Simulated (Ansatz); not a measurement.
La under changes of volume

One of the cells (36.962 Å³/atom); the others are scaled copies at fixed shape and fractional positions:

```
La
1.0
     3.75000    0.00000    0.00000
    -1.87500    3.24760    0.00000
     0.00000    0.00000    6.07000
La
2
Direct
  0.66667 0.33333 0.75000
  0.33333 0.66667 0.25000
```

This isn't the form of La at room conditions, which is double hcp.

| Property | Result |
| --- | --- |
| Program | Ansatz 0.2.0 |
| Functional | PBE |
| Potentials or basis | SSSP efficiency PAW |
| Cutoff | 544 eV |
| Density cutoff | 5442 eV |
| k mesh | 8 × 8 × 5 |
| Occupations | fermi-dirac, width 0.05 eV |
| Spin | no spin polarisation |

| volume (Å³/atom) | energy over the lowest point (meV/atom) | pressure (GPa) |
| --- | --- | --- |
| 34.744 | 25.48 | 2.6 |
| 35.483 | ? | ? |
| 36.222 | 7.45 | 1.4 |
| 36.962 | 2.43 | 0.8 |
| 37.701 | 0.00 | 0.3 |
| 38.440 | 0.01 | -0.2 |
| 39.179 | 2.32 | -0.7 |

**Question.** What does the run at 35.483 Å³/atom give?

**Answer.** Energy over the lowest point 15.13 meV/atom; pressure 2.0 GPa.

Worked out: A Birch-Murnaghan fit of order 3 (a polynomial in V^(-2/3)) to the other rows has its minimum at 38.07 Å³/atom with B0 = V·E''(V) = 27 GPa (rough, since the energies scatter) at fixed shape and positions, which overstates the stiffness. It gives 15.08 meV/atom at 35.483 Å³/atom, against the run's 15.13, and -dE/dV = 2.0 GPa, against 2.0.

Energies are extrapolated to zero smearing.
